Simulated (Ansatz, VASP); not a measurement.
# GaN in VASP and in Ansatz

```xyz
2
Lattice="0.0000 2.2276 2.2276 2.2276 0.0000 2.2276 2.2276 2.2276 0.0000" Properties=species:S:1:pos:R:3 pbc="T T T"
Ga    0.0000    0.0000    0.0000
N     1.1138    1.1138    1.1138
```

Alike in both runs: task single point; functional LDA; k mesh 10 × 10 × 10; occupations gaussian, width 0.02 eV; no spin polarisation.

```csv
,VASP,Ansatz
version,VASP 6.6.1,Ansatz 0.2.0
potentials or method,"VASP PAW LDA potentials, release 64 (Ga_d, N)","scalar-relativistic, plane waves, PAW"
plane-wave cutoff (eV),520,420
valence electrons in the cell,18,18
```

VASP gave:

* gap on the k mesh at the Fermi level (eV): 1.97
* least direct gap on the mesh (eV): 1.97
* pressure (GPa): 1.1

Question: Estimate Ansatz's values.

Answer: gap on the k mesh at the Fermi level (eV): 1.96; least direct gap on the mesh (eV): 1.96; pressure (GPa): 0.0.

Ansatz warned: «pseudo_functional_mismatch».
